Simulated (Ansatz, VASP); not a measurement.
# One calculation of LiF, two programs

The input INCAR:

```
ALGO = Normal
EDIFF = 1E-6
ENCUT = 520
GGA = PE
ISIF = 2
ISMEAR = -1
LASPH = True
LCHARG = False
LREAL = False
LWAVE = False
NBANDS = 12
NELM = 80
PREC = Accurate
SIGMA = 0.03
```

Contents of KPOINTS:

```
k-points
0
Gamma
  10 10 10
```

Contents of POSCAR:

```
LiF
1.0
   -0.0604200000      1.9837900000      1.9837900000
    1.9837900000     -0.0604200000      1.9837900000
    1.9837900000      1.9837900000     -0.0604200000
Li F
1 1
Direct
    0.0000000000      0.0000000000      0.0000000000
    0.5000000000      0.5000000000      0.5000000000
```

Input for Ansatz:

```yaml
crystal:
  lattice:
    - [-0.06042, 1.98379, 1.98379]
    - [1.98379, -0.06042, 1.98379]
    - [1.98379, 1.98379, -0.06042]
  atoms:
    - { symbol: Li, position: [0.0, 0.0, 0.0] }
    - { symbol: F, position: [0.5, 0.5, 0.5] }
kpoints:
  mp_grid: { grid: [10, 10, 10] }
  band_path:
    path:
      - [0.0, 0.0, 0.0]
      - [0.5, 0.5, 0.5]
      - [0.2579113083, 0.5, 0.7420886917]
      - [-0.2579113083, 0.2579113083, 0.5]
      - [0.0, 0.0, 0.5]
      - [0.0, 0.0, 0.0]
      - [-0.3789556542, 0.0, 0.3789556542]
      - [0.0, 0.3789556542, 0.6210443458]
      - [0.0, 0.5, 0.5]
    npoints: 5
scf:
  occupations: { method: fermi_dirac, width: 0.03 }
hamiltonian:
  xc: pbe
  pseudopotentials: { kind: all_electron, lapw: { basis_error: 0.001 } }
output:
  forces: true
  stress: true
  eigenvalues: true
```

Change from the starting cell: equal xy, yz and zx shear strains of -3 %.

Alike in both runs: task single point; functional PBE; k mesh 10 × 10 × 10; occupations fermi-dirac, width 0.03 eV; no spin polarisation.

```csv
,VASP,Ansatz
version,VASP 6.6.1,Ansatz 0.2.0
potentials or method,"VASP PAW PBE potentials, release 64 (Li_sv, F)","all-electron LAPW, scalar-relativistic"
plane-wave cutoff (eV),520,see its input
```

|  | VASP | Ansatz | Ansatz less VASP |
| --- | --- | --- | --- |
| gap on the k mesh at the Fermi level (eV) | 8.93 | 8.91 | -0.022 |

Ansatz ran all-electron here, so the differences hold the error of VASP's frozen core and of both bases.

 A k mesh can miss the band edges.
